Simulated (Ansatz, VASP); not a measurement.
**Two plane-wave programs on TaN**

Contents of POSCAR:

```
TaN
1.0
    0.0000000000      2.4911437700      2.4911437700
    2.4911437700      0.0000000000      2.4911437700
    2.4911437700      2.4911437700      0.0000000000
Ta N
1 1
Direct
    0.0000000000      0.0000000000      0.0000000000
    0.2500000000      0.2500000000      0.2500000000
```

The input INCAR.step1:

```
PREC     = Accurate       # precision mode
ENCUT    = 520            # plane-wave cutoff, eV
ISMEAR   = 0              # smearing method
SIGMA    = 0.05           # smearing width, eV
LREAL    = F              # projectors in reciprocal space
LASPH    = T              # aspherical terms in the spheres
NELM     = 150            # most SCF steps
ISPIN    = 2              # spin polarisation
MAGMOM   = 0.2 -0.06      # initial moments
LMAXMIX  = 4              # l up to which the mixer works
LDAU     = T              # DFT+U
LDAUTYPE = 1            
LDAUL    = 2 -1           # shell
LDAUU    = 4 0            # U, eV
LDAUJ    = 0.9 0        
NBANDS   = 19             # bands
GGA      = PE             # functional
ALGO     = Normal         # electronic algorithm
EDIFF    = 1E-4           # SCF threshold, eV
LWAVE    = T              # write WAVECAR
LCHARG   = F              # write CHGCAR
```

INCAR.step2

```
PREC     = Accurate       # precision mode
ENCUT    = 520            # plane-wave cutoff, eV
EDIFF    = 1E-7           # SCF threshold, eV
ISMEAR   = 0              # smearing method
SIGMA    = 0.05           # smearing width, eV
LREAL    = F              # projectors in reciprocal space
LASPH    = T              # aspherical terms in the spheres
NELM     = 150            # most SCF steps
ALGO     = Normal         # electronic algorithm
ISIF     = 2              # what is computed and relaxed
LWAVE    = F              # write WAVECAR
LCHARG   = F              # write CHGCAR
ISPIN    = 2              # spin polarisation
MAGMOM   = 0.2 -0.06      # initial moments
LORBIT   = 11             # projections on sites
LMAXMIX  = 4              # l up to which the mixer works
LDAU     = T              # DFT+U
LDAUTYPE = 1            
LDAUL    = 2 -1           # shell
LDAUU    = 4 0            # U, eV
LDAUJ    = 0.9 0        
LDAUPRINT= 1            
METAGGA  = R2SCAN         # meta-GGA
LMIXTAU  = T            
NBANDS   = 19             # bands
ISTART   = 1
```

The input KPOINTS:

```
regular mesh
0
Gamma
  7 7 7
```

Input for Ansatz:

```yaml
crystal:
  lattice:
    - [0.0, 2.49114377, 2.49114377]
    - [2.49114377, 0.0, 2.49114377]
    - [2.49114377, 2.49114377, 0.0]
  atoms:
    - { symbol: Ta, position: [0.0, 0.0, 0.0], spin: 2.0 }
    - { symbol: "N", position: [0.25, 0.25, 0.25] }
basis:
  ecutwfc: 500
  ecutrho_ratio: 4
kpoints:
  mp_grid: { grid: [7, 7, 7] }
hamiltonian:
  xc: r2scan
  hubbard:
    sites:
      - { site: 0, l: d, u: 4.0, j: 0.9, starting_ns: [{ spin: up, occupation_matrix: s0up }, { spin: down, occupation_matrix: s0down }] }
    occupation_matrices:
      s0up:
        matrix:
          - [0.97, 0.0, 0.0, 0.0, 0.0]
          - [0.0, 0.02, 0.0, 0.0, 0.0]
          - [0.0, 0.0, 0.02, 0.0, 0.0]
          - [0.0, 0.0, 0.0, 0.97, 0.0]
          - [0.0, 0.0, 0.0, 0.0, 0.02]
      s0down:
        matrix:
          - [0.02, 0.0, 0.0, 0.0, 0.0]
          - [0.0, 0.02, 0.0, 0.0, 0.0]
          - [0.0, 0.0, 0.02, 0.0, 0.0]
          - [0.0, 0.0, 0.0, 0.02, 0.0]
          - [0.0, 0.0, 0.0, 0.0, 0.02]
    ns_hold: { iters: 12 }
scf:
  occupations: { method: gaussian, width: 0.05 }
  lower_state_search: "off"
  max_iter: 150
output:
  forces: true
  stress: true
  eigenvalues: true
  populations: true
  hubbard: { sites: [{ site: 0, l: d }] }
  write_density: true
  write_potential: true
  elf: true
  volumetric_format: npy
magnetization:
  spin_polarized: true
```

Alike in both runs: task single point; functional r2SCAN; k mesh 7 × 7 × 7; occupations gaussian, width 0.05 eV; collinear spin; Hubbard terms Ta d U = 4.0 eV, J = 0.9 eV.

|  | VASP | Ansatz |
| --- | --- | --- |
| version | VASP 6.6.1 | Ansatz 0.2.0 |
| potentials or method | VASP PAW PBE potentials, release 64 (Ta_pv, N) | scalar-relativistic, plane waves, PAW |
| plane-wave cutoff (eV) | 520 | 500 |
| valence electrons in the cell | 16 | 18 |

Ansatz gave:

- gap on the k mesh at the Fermi level (eV): none
- pressure (GPa): -26.6
- net moment per atom (μB): 0.15
- size of the moment on the site where the two differ most (μB): 0.18

Task: Estimate VASP's values.

Result: gap on the k mesh at the Fermi level (eV): none; pressure (GPa): -24.2; net moment per atom (μB): 0.03; size of the moment on the site where the two differ most (μB): 0.05.

The net moments differ so much that the two runs ended in different magnetic states, which moves the other rows too. Site moments also hang on the region over which each program counts them. The programs project onto different local orbitals, so the same U acts differently. A gap of «none» marks a metal or a gap that the smearing closes. The two sets of potentials don't hold the same shells in valence. Ansatz warned: «filled_band_counts_differ_across_k_points».

Caveats: the PAW data sets were made with another functional, which shifts forces and pressure a little (VASP). Spin-orbit coupling is left out, which matters for the levels of Ta. The state reached can hang on the start; a lower one may exist.
